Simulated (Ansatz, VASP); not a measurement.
Given: the input of a run of VASP 6.6.1 on TiCo.

INCAR

```
  PREC = Accurate
  ENCUT = 520
  EDIFF = 1E-7
  ISMEAR = 0
  SIGMA = 0.013000000000000001
  LREAL = F
  LASPH = T
  NELM = 150
  ALGO = Normal
  ISIF = 2
  LWAVE = F
  LCHARG = F
  ISPIN = 2
  MAGMOM = 2 1
  LORBIT = 11
  LMAXMIX = 4
  GGA = PE
  NBANDS = 22
```

The input KPOINTS:

```
Automatic mesh
0
Gamma
  9 9 9
```

The input POSCAR:

```
TiCo
1.0
    2.9861109900      0.0000000000      0.0000000000
    0.0000000000      2.9861109900      0.0000000000
    0.0000000000      0.0000000000      2.9861109900
Co Ti
1 1
Direct
    0.5000000000      0.5000000000      0.5000000000
    0.0000000000      0.0000000000      0.0000000000
```

Potentials or basis: VASP PAW PBE potentials, release 64 (Co, Ti_sv).

Launch:

```bash
$ cat potpaw_PBE.64/Co/POTCAR potpaw_PBE.64/Ti_sv/POTCAR > POTCAR
$ mpirun -np 1 vasp_std > vasp.out
```

Set up the same calculation for Ansatz 0.2.0. Potentials there: all-electron LAPW, scalar-relativistic.

As run (the cutoff follows the program's own potentials):

input.yaml

```yaml
crystal:
  lattice:
    - [2.98611099, 0.0, 0.0]
    - [0.0, 2.98611099, 0.0]
    - [0.0, 0.0, 2.98611099]
  atoms:
    - { symbol: Co, position: [0.5, 0.5, 0.5], spin: 2.0 }
    - { symbol: Ti, position: [0.0, 0.0, 0.0], spin: 1.0 }
kpoints:
  mp_grid: { grid: [9, 9, 9] }
scf:
  occupations: { method: gaussian, width: 0.013 }
hamiltonian:
  xc: pbe
  pseudopotentials: { kind: all_electron, lapw: { basis_error: 0.001 } }
magnetization:
  spin_polarized: true
output:
  forces: true
  stress: true
  eigenvalues: true
```

Potentials or basis: all-electron LAPW, scalar-relativistic.

The run is started by

```bash
$ ansatz run input.yaml --threads 2 --pin off --max-ram 6144MiB --backend cpu --events-out ev --progress --plain --runs-dir out
```

Both were run:

|  | VASP | Ansatz | Ansatz less VASP |
| --- | --- | --- | --- |
| gap on the k mesh at the Fermi level (eV) | none | none | - |
| pressure (GPa) | -0.9 | -0.5 | +0.34 |
| net moment per atom (μB) | 0.42 | 0.42 | 0.000 |
| size of the moment on the site where the two differ most (μB) | 0.92 | 0.95 | +0.029 |

Site moments also hang on the region over which each program counts them. A gap of «none» marks a metal or a gap that the smearing closes. Ansatz ran all-electron here, so the differences hold the error of VASP's frozen core and of both bases.
